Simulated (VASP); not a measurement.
**FeO under changes of volume**

One of the cells (10.909 Å³/atom); the others are scaled copies at fixed shape and fractional positions:

```
CELL_PARAMETERS angstrom
-1.61271 1.61271 2.09719
1.61271 -1.61271 2.09719
1.61271 1.61271 -2.09719
ATOMIC_POSITIONS crystal
Fe 0.00000 0.00000 0.00000
O 0.50000 0.50000 0.00000
```

The cell comes from a database or a generator and needn't be the stable form of this composition.

- Program: VASP 6.6.1
- Functional: PBE
- Potentials or basis: VASP PAW PBE potentials, release 64 (Fe, O)
- Cutoff: 520 eV
- k mesh: 12 × 12 × 12
- Occupations: fermi-dirac, width 0.05 eV
- Spin: collinear spin, ferromagnetic start
- Starting moments: [3.0, 0.0] μB

```csv
volume (Å³/atom),energy over the lowest point (meV/atom),pressure (GPa)
10.053,0.00,1.5
10.267,0.35,-2.3
10.481,5.53,-5.6
10.909,?,?
11.123,45.01,-13.7
11.337,64.76,-15.9
```

**Question.** What does the run at 10.909 Å³/atom give?

**Answer.** Energy over the lowest point 28.30 meV/atom; pressure -11.4 GPa.

Worked out: A Birch-Murnaghan fit of order 3 (a polynomial in V^(-2/3)) to the other rows has its minimum at 10.14 Å³/atom with B0 = V·E''(V) = 183 GPa and B' = 4.5 at fixed shape and positions, which overstates the stiffness. It gives 28.30 meV/atom at 10.909 Å³/atom, against the run's 28.30, and -dE/dV = -11.3 GPa, against -11.4.

Energies are extrapolated to zero smearing.

Caveats: a cell with one magnetic atom can't hold antiferromagnetic order, which such compounds often take.
